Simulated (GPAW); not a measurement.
## CrO2: from the magnetic state to anisotropy

Aim: the anisotropy of CrO2 from the Kohn–Sham states of one collinear run.

Calculated with GPAW 26.7.0; revPBE with U = 2.8 eV on Cr d; plane waves with GPAW's PAW setups, scalar-relativistic.

## 1. Starting point

Symmetry: Pnnm, No. 58, orthorhombic system. Conventional cell: a = 4.448 Å, b = 4.529 Å, c = 2.986 Å, α = 90.00°, β = 90.00°, γ = 90.00°. Nearest to Cr lie 6 O at 1.92 to 1.95 Å. Nearest to O lie 3 Cr at 1.92 to 1.95 Å. Farther neighbours and most contacts between anions are not listed.

The cell comes from a database of computed structures and need not be the stable phase.

## 2. Self-consistent state

All later steps read the density of this run. A Hubbard U of customary size acts on the open shell; it was not fitted to this crystal.

Contents of order1.py:

```python
import json
import numpy as np
from ase import Atoms
from ase.parallel import paropen, parprint
from gpaw import GPAW

atoms = Atoms(['Cr', 'Cr', 'O', 'O', 'O', 'O'],
    cell=[[4.44805101, 0.0, 0.0],
         [0.0, 4.52923501, 0.0],
         [0.0, 0.0, 2.985964]],
    scaled_positions=[[0.5, 0.5, 0.5],
         [0.0, 0.0, 0.0],
         [0.792969, 0.189817, 0.5],
         [0.207031, 0.810183, 0.5],
         [0.707031, 0.689817, 0.0],
         [0.292969, 0.310183, 0.0]],
    pbc=True,
    magmoms=[3.0, 3.0, 0.0, 0.0, 0.0, 0.0])
atoms.calc = GPAW(mode={'name': 'pw', 'ecut': 700},
    xc='revPBE',
    kpts={'size': (8, 8, 8), 'gamma': True},
    occupations={'name': 'fermi-dirac', 'width': 0.02},
    convergence={'density': 1e-05, 'energy': 1e-05},
    maxiter=200,
    setups={'Cr': ':d,2.8'},
    symmetry={'tolerance': 1e-4},
    txt='order1.txt')
e = atoms.get_potential_energy(force_consistent=True)
res = {'free_energy': e, 'energy_sigma0': atoms.get_potential_energy(), 'fermi_energy': atoms.calc.get_fermi_level()}
res['moments'] = atoms.get_magnetic_moments().tolist()
res['total'] = atoms.get_magnetic_moment()
parprint('site moments (muB):', np.round(res['moments'], 3))
parprint(f"total moment: {res['total']:.3f} muB")
parprint(f'free energy: {e:.6f} eV')
atoms.calc.write('order1.gpw')
with paropen('results.json', 'w') as f:
    json.dump(res, f)
```

Started as:

```bash
> OMP_NUM_THREADS=1 mpirun -n 4 gpaw python order1.py > order1.log
```

The program printed:

```text
site moments (muB): [ 2.505  2.505 -0.201 -0.201 -0.201 -0.201]
total moment: 4.000 muB
free energy: -44.791021 eV

--- order1.txt ---
Input parameters:
  mode=PW(ecut=700),
  convergence={'density': 1e-05, 'energy': 1e-05},
  kpts=MonkhorstPack(size=(8, 8, 8), gamma=True),
  maxiter=200,
  occupations=Occupations(name='fermi-dirac', width=0.02),
  setups={'Cr': ':d,2.8'},
  symmetry=Symmetry(tolerance=0.0001),
  xc=XC(name='revPBE')

Diagonalizing LCAO Hamiltonian
Converting LCAO to pw mode
    .----------.
   /|          |
  / |          |
 *  | O Cr     |
 |  .-----O----.
 | /       O  /
 |/  O       /
 Cr---------*

Atoms  # Å, Bohr magnetons
|   | symbol |        x |        y |        z |    initial magnetic moments |
|---|--------|----------|----------|----------|-----------------------------|
| 0 |     Cr | 2.224026 | 2.264618 | 1.492982 | ( 0.0000,  0.0000,  3.0000) |
| 1 |     Cr | 0.000000 | 0.000000 | 0.000000 | ( 0.0000,  0.0000,  3.0000) |
| 2 |      O | 3.527167 | 0.859726 | 1.492982 | ( 0.0000,  0.0000,  0.0000) |
| 3 |      O | 0.920884 | 3.669509 | 1.492982 | ( 0.0000,  0.0000,  0.0000) |
| 4 |      O | 3.144910 | 3.124343 | 0.000000 | ( 0.0000,  0.0000,  0.0000) |
| 5 |      O | 1.303141 | 1.404892 | 0.000000 | ( 0.0000,  0.0000,  0.0000) |

Unit cell  # Å
| periodic |        x |        y |        z |  lengths |    angles |
|----------|----------|----------|----------|----------|-----------|
|      yes | 4.448051 | 0.000000 | 0.000000 | 4.448051 | 90.000000 |
|      yes | 0.000000 | 4.529235 | 0.000000 | 4.529235 | 90.000000 |
|      yes | 0.000000 | 0.000000 | 2.985964 | 2.985964 | 90.000000 |

Number of symmetries: 4

BZ-sampling:
  Number of BZ points: 512
  Number of IBZ points: 170

  Monkhorst-Pack size: [8, 8, 8]
  Monkhorst-Pack shift: [0.0625, 0.0625, 0.0625]

Plane wave coefficients: 2556
Cutoff: 700.0 eV

Spin-components: 2 (collinear spins)
Bands:           30
Projectors:      32
Spin-degeneracy: 1
Datatype:        complex128

Parallelization:
  kpt:    4
  domain: 1
  band:   1

Density:
  Valence electrons: 36.0
  Components: 2
  Grid points: [28 28 20]
  Charge: 0.0  # |e|

Potential:
  Grid points: [28 28 20]

[... setups left out ...]
Reference energy: -65341.825552  # eV

eigensolver:
  PPCG
  Converge bands: occupied
  niter=2

density mixing:
  MSR1-Mixer
  Pratt-step length: 0.05
  Maximum mixing coefficient: 0.75
  Old densities: 10
  SVD Regularization: 0.005
  Good broyden scale: 1.0
  Trust region scale: 1.0
  Backstep threshold: 4.0
  History deletion threshold: 6.0
  Fourier metric: weight=20.0, sigma=0.015

occupation numbers:
  Fermi-Dirac:
    width: 0.0200  # eV

poisson solver:
  ecut: 5600.0  # eV

xc functional:
  name: revPBE with 2 nearest neighbor stencil

convergence criteria:
- Maximum integral of absolute [dens]ity change: 1e-05 electrons / valence electron
- Maximum [total energy] change in last 3 cyles: 1e-05 eV / valence electron
- Maximum integral of absolute [eigenst]ate change: 4e-08 eV^2 / valence electron
maximum number of iterations: 200

SCF iterations
|iter     |      energy | eigst |  dens |  magmom |
|---------|-------------|-------|-------|---------|
|iter:   1|       0s |  -47.218596 | +0.16 |       |  +5.9642|
|iter:   2|      17s |  -45.342626 | -1.55 | -0.60 |  +5.8660|
|iter:   3|      34s |  -43.913013 | -0.96 | -0.66 |  +5.1985|
|iter:   4|      51s |  -44.082960 | -2.17 | -0.89 |  +4.8980|
|iter:   5|      67s |  -44.638975 | -1.75 | -1.09 |  +4.2558|
|iter:   6|      84s |  -44.775469 | -2.78 | -1.47 |  +3.9579|
|iter:   7|     101s |  -44.786857 | -3.56 | -2.20 |  +3.9783|
|iter:   8|     118s |  -44.790083 | -3.97 | -2.41 |  +4.0002|
|iter:   9|     135s |  -44.790258 | -4.89 | -2.92 |  +4.0035|
|iter:  10|     152s |  -44.790313c| -5.67 | -3.34 |  +4.0000|
|iter:  11|     169s |  -44.790337c| -6.40 | -3.83 |  +3.9996|
|iter:  12|     186s |  -44.790358c| -6.32 | -3.80 |  +3.9999|
|iter:  13|     203s |  -44.790359c| -7.43c| -4.25 |  +4.0000|
|iter:  14|     215s |  -44.790359c| -7.88c| -4.62 |  +4.0000|
|iter:  15|     227s |  -44.790360c| -7.77c| -4.55 |  +4.0000|
|iter:  16|     235s |  -44.790360c| -8.38c| -5.35c|  +4.0000|

Converged in 16 steps
Energy contributions relative to reference atoms: (reference = -65341.825552)

Energy contributions:
  Kinetic:          -7.333720
  Coulomb:          -9.836034
  Zero:              1.414993
  External:          0.000000
  Xc:              -29.034935
  Entropy:          -0.001324
  Spinorbit:         0.000000
  ----------------------------
  Free energy:     -44.791021
  Extrapolated:    -44.790360

dipole moment: (-11.071496, -11.273569, -24.208217)  # |e|*Ang

Total magnetic moment: (0.000000, 0.000000, 3.999999)

Local magnetic moments
|        x |        y |         z |
|----------|----------|-----------|
| 0.000000 | 0.000000 |  2.505401 |  # Cr   0
| 0.000000 | 0.000000 |  2.505402 |  # Cr   1
| 0.000000 | 0.000000 | -0.200875 |  # O    2
| 0.000000 | 0.000000 | -0.200875 |  # O    3
| 0.000000 | 0.000000 | -0.200875 |  # O    4
| 0.000000 | 0.000000 | -0.200875 |  # O    5

Fermi level: 5.466
Eigenvalues  # (at kpt = [0.000, 0.000, 0.000])
| band index |      eig [eV] | occ [0-1] |      eig [eV] | occ [0-1] |
|------------|---------------|-----------|---------------|-----------|
|          0 |       -13.208 |     1.000 |       -13.568 |     1.000 |
|        ... |               |           |               |           |
|         10 |         2.597 |     1.000 |         2.316 |     1.000 |
|         11 |         2.723 |     1.000 |         2.659 |     1.000 |
|         12 |         2.874 |     1.000 |         4.310 |     1.000 |
|         13 |         3.099 |     1.000 |         4.513 |     1.000 |
|         14 |         3.100 |     1.000 |         4.550 |     1.000 |
|         15 |         3.214 |     1.000 |         4.789 |     1.000 |
|         16 |         3.759 |     1.000 |         8.554 |     0.000 |
|         17 |         4.638 |     1.000 |         8.660 |     0.000 |
|         18 |         5.156 |     1.000 |         8.683 |     0.000 |
|         19 |         5.212 |     1.000 |         8.938 |     0.000 |
|         20 |         5.699 |     0.000 |         8.985 |     0.000 |
|         21 |         6.327 |     0.000 |         9.477 |     0.000 |
|         22 |         7.031 |     0.000 |        10.302 |     0.000 |
|         23 |         9.555 |     0.000 |        11.311 |     0.000 |
|         24 |         9.560 |     0.000 |        11.320 |     0.000 |
|         25 |        10.435 |     0.000 |        12.431 |     0.000 |
|        ... |               |           |               |           |
|         29 |        16.372 |     0.000 |        17.263 |     0.000 |

No gap
No difference between direct/indirect transitions
```

Elapsed: 4.4 min, on 4 MPI ranks of Arm Neoverse N1, shared host; peak memory 1.3 GiB; 18 min of CPU time.

Spin moment in the augmentation sphere by atom:

```tsv
atom	spin moment in the augmentation sphere (μB)
Cr1	2.51
Cr2	2.51
O3	-0.20
O4	-0.20
O5	-0.20
O6	-0.20
```

This step gave:

```yaml
magnetization: 4.000 μB
final_state: ferromagnetic
```

After 16 cycles the largest moment stands at 2.51 μB.

## 3. Non-self-consistent run

The steps that follow sum over empty states, which the ground-state run does not converge; 50 states a spin are converged here at the frozen density and written with their wave functions.

It starts from the saved density of the lowest of the states tried.

Contents of nscf.py:

```python
from gpaw import GPAW

calc = GPAW('order1.gpw').fixed_density(
    kpts={'size': (8, 8, 8), 'gamma': True},
    nbands=54,
    convergence={'bands': 50, 'eigenstates': 1e-9},
    eigensolver='ppcg',
    parallel={'domain': 1},
    txt='nscf.txt')
calc.write('nscf.gpw', mode='all')
```

Started as:

```bash
> OMP_NUM_THREADS=1 mpirun -n 4 gpaw python nscf.py > nscf.log
```

The program printed:

```text
Input parameters:
  mode=PW(ecut=700),
  convergence={'bands': 50, 'eigenstates': 1e-09},
  eigensolver=PPCG(niter=2, min_niter=1, max_buffer_mem=209715200, blocksize=None, rr_modulo=5, include_cg=True, promote_inner_dtype=False, tolerances=None),
  gpts=array([28, 28, 20]),
  kpts=MonkhorstPack(size=(8, 8, 8), gamma=True),
  maxiter=200,
  nbands=54,
  occupations=Occupations(name='fermi-dirac', width=0.02),
  parallel={'domain': 1},
  setups={'Cr': ':d,2.8'},
  symmetry=Symmetry(tolerance=0.0001),
  xc=XC(name='revPBE')
```

It took 8.3 min on 4 MPI ranks; peak memory 1.8 GiB; 33 min of CPU time.

## 4. Easy axis by the force theorem

Spin–orbit coupling is added in the basis of the saved states for each direction of the moments. The change in the band energy is the anisotropy energy, with no new self-consistent run.

Contents of anisotropy.py:

```python
import json
import numpy as np
from ase.parallel import paropen, parprint
from gpaw import GPAW
from gpaw.spinorbit import soc_eigenstates

calc = GPAW('nscf.gpw')
angles = [[0.0, 0.0], [90.0, 0.0], [90.0, 90.0]]  # theta, phi in degrees
res = {'rows': []}
for scale in [1.0, 0.5, 2.0]:
    e0 = None
    for theta, phi in angles:
        soc = soc_eigenstates(calc, n2=50, scale=scale, theta=theta, phi=phi)
        e = soc.calculate_band_energy()
        e0 = e if e0 is None else e0
        orbital = soc.get_orbital_magnetic_moments()
        res['rows'].append([scale, theta, phi, 1000 * (e - e0), orbital.tolist()])
        parprint(f'scale {scale} theta {theta:6.1f} phi {phi:6.1f}  dE = {1000 * (e - e0):9.4f} meV  |L| =', np.round(np.linalg.norm(orbital, axis=1), 4))
with paropen('results.json', 'w') as f:
    json.dump(res, f)
```

Started as:

```bash
> OMP_NUM_THREADS=1 mpirun -n 4 gpaw python anisotropy.py > anisotropy.log
```

The program printed:

```text
scale 1.0 theta    0.0 phi    0.0  dE =    0.0000 meV  |L| = [0.0137 0.0137 0.0032 0.0032 0.0032 0.0032]
scale 1.0 theta   90.0 phi    0.0  dE =    0.0706 meV  |L| = [0.0101 0.0101 0.0025 0.0025 0.0025 0.0025]
scale 1.0 theta   90.0 phi   90.0  dE =    0.0452 meV  |L| = [0.0109 0.0109 0.0025 0.0025 0.0025 0.0025]
scale 0.5 theta    0.0 phi    0.0  dE =    0.0000 meV  |L| = [0.0069 0.0069 0.0016 0.0016 0.0016 0.0016]
scale 0.5 theta   90.0 phi    0.0  dE =    0.0176 meV  |L| = [0.005  0.005  0.0013 0.0013 0.0013 0.0013]
scale 0.5 theta   90.0 phi   90.0  dE =    0.0113 meV  |L| = [0.0055 0.0055 0.0013 0.0013 0.0013 0.0013]
scale 2.0 theta    0.0 phi    0.0  dE =    0.0000 meV  |L| = [0.0274 0.0274 0.0065 0.0065 0.0065 0.0065]
scale 2.0 theta   90.0 phi    0.0  dE =    0.2818 meV  |L| = [0.02  0.02  0.005 0.005 0.005 0.005]
scale 2.0 theta   90.0 phi   90.0  dE =    0.1805 meV  |L| = [0.0217 0.0217 0.005  0.005  0.005  0.005 ]
```

It took 32 s on 4 MPI ranks; peak memory 1.9 GiB.

Directions, in the order of the table (indices of the conventional cell): [001]; [100]; [010].

Theta from the Cartesian z axis, phi from x; spin up lies along the direction. Anisotropy, by row:

```tsv
spin-orbit scale	theta (degrees)	phi (degrees)	band energy less the first direction's (meV a cell)	orbital moment of atom 1 along the direction (μB)	sum of orbital moments along the direction (μB a cell)
1	0	0	0	-0.01373	-0.04039
1	90	0	0.07056	-0.009665	-0.02261
1	90	90	0.04517	-0.01054	-0.02464
0.5	0	0	0	-0.006877	-0.02021
0.5	90	0	0.01765	-0.004846	-0.01134
0.5	90	90	0.0113	-0.005284	-0.01235
2	0	0	0	-0.02735	-0.08062
2	90	0	0.2818	-0.01922	-0.04499
2	90	90	0.1805	-0.02097	-0.04905
```

## 5. What came out

| Property | Result |
| --- | --- |
| state | ferromagnetic |
| largest site moment | 2.51 μB |
| spread of the directions' energies | 0.0706 meV a cell |
| easiest direction tried | [001] |

In words: About the ferromagnetic state the directions differ by 0.0706 meV a cell, with [001] easiest. The anisotropy comes from the force theorem at a frozen potential; it needs a check on a finer mesh, and shape anisotropy is not in it. Doubling the coupling multiplies the difference between the first two directions by 4.0; second-order perturbation theory gives 4.

[Logs and program files are shortened in this print: banners, set-up blocks, solver, clock and traceback lines can be left out without a mark of their own.]

[Logs are printed without paths, hosts, clocks, repeated set-up lines and the standing remarks that a program may print on its own settings, such as how far it seeks lower states.]

[Hosts, paths, dates, database ids (printed as entryN), source tags and the programs' standing remarks are cut or masked in the printed files.]

[Where a cell is said to come from a database of computed structures, the database is the Materials Project.]
